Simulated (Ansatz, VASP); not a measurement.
# Cs2AgBiBr6: 7 runs at one level of theory

The starting cell:

```
Bi Cs Ag Br
1.0
     0.00000    5.61610    5.61610
     5.61610    0.00000    5.61610
     5.61610    5.61610    0.00000
Bi Cs Ag Br
1 2 1 6
Direct
  0.00000 0.00000 0.00000
  0.75000 0.75000 0.75000
  0.25000 0.25000 0.25000
  0.50000 0.50000 0.50000
  0.74945 0.74945 0.25055
  0.25055 0.25055 0.74945
  0.74945 0.25055 0.25055
  0.74945 0.25055 0.74945
  0.25055 0.74945 0.74945
  0.25055 0.74945 0.25055
```

Alike in all runs: task relaxation of cell and atoms; functional PBE; k mesh 3 × 3 × 3; occupations fermi-dirac, width 0.05 eV; no spin polarisation; no spin-orbit coupling.

```
                                        program and potentials  plane-wave cutoff (eV)                                     notes  equilibrium volume (Å³/atom)
                                            Ansatz, Ansatz PAW                     420  9.4 valence electrons an atom on average                         37.86
VASP, PBE PAW files Ag_sv_GW, Bi_d_GW, Br_GW, Cs_sv_GW, 600 eV                     600  9.6 valence electrons an atom on average                         37.63
               VASP, PBE PAW files Ag, Bi_d, Br, Cs_sv, 600 eV                     600  8.6 valence electrons an atom on average                         37.75
     VASP, PBE PAW files Ag, Bi, Br, Cs_sv, release 54, 600 eV                     600  7.6 valence electrons an atom on average                         37.76
   VASP, PBE PAW files Ag_GW, Bi_d_GW, Br_GW, Cs_sv_GW, 600 eV                     600  8.8 valence electrons an atom on average                         37.69
   VASP, PBE PAW files Ag, Bi_d, Br, Cs_sv, release 54, 600 eV                     600  8.6 valence electrons an atom on average                         37.75
                 VASP, PBE PAW files Ag, Bi, Br, Cs_sv, 600 eV                     600  7.6 valence electrons an atom on average                         37.75
```

The equilibrium volume spans 37.63 (VASP, PBE PAW files Ag_sv_GW, Bi_d_GW, Br_GW, Cs_sv_GW, 600 eV) to 37.86 Å³/atom (Ansatz, Ansatz PAW). Relaxations stop with a little pressure left, so the last digit of a volume isn't settled.

Differences between rows come from potentials, basis sets and numerical settings, since the functional is the same but for its coding. Runs on potential files found faulty are left out.
